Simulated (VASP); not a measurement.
## InSb in VASP 6.6.1, single-point calculation

INCAR

```
LCHARG = .FALSE.
NBANDS = 16
ISMEAR = -1
LMAXMIX = 6
MAGMOM = -1 1
LWAVE = .FALSE.
PREC = Accurate
LREAL = .FALSE.
GGA = PE
NELM = 92
SIGMA = 0.02
ENCUT = 520
ISYM = 3
NSW = 0
LASPH = .TRUE.
IBRION = -1
EDIFF = 1E-7
ISIF = 2
ISPIN = 2
```

KPOINTS

```
KPOINTS created by Atomic Simulation Environment
0
Gamma
6 6 6
0 0 0
```

POSCAR

```
In Sb
 1.0000000000000000
     0.0000000000000000    3.2795130174999998    3.2139227572000002
     3.2795130174999998    0.0000000000000000    3.2139227572000002
     3.2795130174999998    3.2795130174999998    0.0000000000000000
 In  Sb
   1   1
Cartesian
  0.0000000000000000  0.0000000000000000  0.0000000000000000
  1.6397565087499999  1.6397565087499999  1.6069613786000001
```

The recommended PBE PAW datasets give the neutral cell 18 valence electrons.

Command

```
mpirun -np 1 vasp_std
```

OSZICAR

```
N       E                     dE             d eps       ncg     rms          rms(c)
DAV:   1     0.114661977532E+03    0.11466E+03   -0.79876E+03  1920   0.111E+03
DAV:   2     0.436130240129E+00   -0.11423E+03   -0.11037E+03  2136   0.279E+02
DAV:   3    -0.658441019553E+01   -0.70205E+01   -0.69922E+01  2440   0.716E+01
DAV:   4    -0.678738780570E+01   -0.20298E+00   -0.20294E+00  2496   0.142E+01
DAV:   5    -0.679749002296E+01   -0.10102E-01   -0.10102E-01  2904   0.248E+00
```

Standard output (part)

```
POSCAR found type information on POSCAR InSb
 POSCAR found :  2 types and       2 ions
 LDA part: xc-table for (Slater+PW92), standard interpolation
 POSCAR, INCAR and KPOINTS ok, starting setup
 WAVECAR not read
 entering main loop
|                     _     ____    _    _    _____     _                     |
|                    | |   | |_) | | |  | | | |  __    | |                    |
|                    |_|   |  _ <  | |  | | | | |_ |   |_|                    |
|                     _    | |_) | | |__| | | |__| |    _                     |
|     internal error in CHECK_FULL_KPOINTS: KPOINTS_FULL not properly         |
|     initialised                                                             |
|     If you are not a developer, you should not encounter this problem.      |
|     Please submit a bug report.                                             |
```

VASP stopped with an error.

The run took about 18 s on one core of a shared host (Intel Xeon Platinum 8488C) and held 0.22 GiB at most.
